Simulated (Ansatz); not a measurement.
Structure: an 8-atom cell of ZnGeP2 (I-42d) from a materials database, at its r2SCAN minimum. It is tetragonal, I-42d (No. 122); conventional cell a = 5.447 Å, c = 10.731 Å, 19.90 Å³ an atom. Zn has 4 P at 2.36 Å; Ge has 4 P at 2.33 Å; P has 2 Ge at 2.33 Å and 2 Zn at 2.36 Å.

```xyz
8
Lattice="-2.7233 2.7233 5.3656 2.7233 -2.7233 5.3656 2.7233 2.7233 -5.3656" Properties=species:S:1:pos:R:3 pbc="T T T"
Zn    0.0000    2.7233    2.6828
Zn    0.0000    0.0000    0.0000
Ge    2.7233    0.0000    2.6828
Ge    0.0000    0.0000    5.3656
P     1.3617   -1.3387    4.0242
P     1.3387    1.3617    6.7070
P     1.3846    1.3617    1.3414
P     1.3617    4.0621   -1.3414
```

The questions ask for values computed with Ansatz on this geometry. No spin polarisation and no zero-point or thermal motion.

Question: What gap does PBE give, and where are the band edges?

Answer: PBE gives an indirect gap of 1.21 eV, from Γ to M–S (0.30 of the way from M); the least direct gap is 1.40 eV at Γ. A second conduction valley, at X, lies only 31 meV higher, so their order isn't settled.

Question: How does the gap change from PBE to LDA (6×6×6)?

Answer: With LDA the valence top lies at Γ and the conduction bottom at k = (0.432, -0.438, 0.438), 1.09 eV higher; the smallest vertical gap, at Γ, is 1.22 eV. A second conduction valley, at X, lies only 16 meV higher, so their order isn't settled. The gap differs by -0.12 eV from PBE's.

Question: How does the gap change from PBE to r2SCAN (6×6×6)?

Answer: The r2SCAN gap is indirect, 1.43 eV (Γ to k = (0.432, -0.438, 0.438)), below the direct gap of 1.63 eV at Γ. The gap differs by +0.22 eV from PBE's.

Question: How does the gap change from PBE to PBE0 (4×4×4)?

Answer: PBE0 gives an indirect gap of 2.54 eV, from Γ to k = (0.432, -0.438, 0.438); the least direct gap is 2.70 eV at Γ. The gap differs by +1.33 eV from PBE's.

Spin-orbit coupling is left out.

Where an edge lies off the special points, it is a point of the mesh or the k point where a search put PBE's edge or least direct gap, reused for the other functionals, whose own edges may lie a little apart; PBE's own value is read along its path and can be a few hundredths of an eV high.

Coordinates of k points refer to the reciprocal vectors of the primitive cell of the runs.

The meshes of the hybrids are coarse, so their gaps aren't converged to the digits shown.

Set aside, since their points miss a band edge that the other levels read or their mesh is too coarse: LC-ωPBE.
